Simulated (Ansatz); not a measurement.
Wurtzite BeO was calculated with PBE (Ansatz, a quantum-chemistry and plane-wave program, plane waves, PAW).

Numerical settings: plane-wave cutoff 520 eV, 18×18×8 k mesh (along the axes of the cell as run), Fermi–Dirac smearing 0.01 eV, scalar-relativistic PAW data made under PBE.

A third-order Birch–Murnaghan fit to the energies gives V0 = 7.012 Å³/atom, B0 = 209 GPa, B′ = 3.7.

```csv
V (Å³/atom),P (GPa)
6.732,9.22
6.872,4.39
7.012,0.00
7.153,…
7.293,…
```

Task: Estimate the withheld pressures from this fit; the answers are the runs' own values.

Result: 
- 7.153, P (GPa): -4.00
- 7.293, P (GPa): -7.63

The formula P = (3/2) B0 (x^(7/3) − x^(5/3)) [1 + (3/4)(B′ − 4)(x^(2/3) − 1)] with x = V0/V meets the computed pressures within 0.04 GPa when these rounded values are put in.

Shape and atoms are relaxed at each volume.

Measured, for comparison: bulk modulus 212 GPa (room temperature, not corrected to a static lattice, K' fixed at 4, sources range from 212 to 224; as tabulated in High-pressure and high-temperature crystal chemistry of beryllium oxide (Scilit …). Computed less measured: bulk modulus -1.4 % (-1.4 % to -7 % over the range).
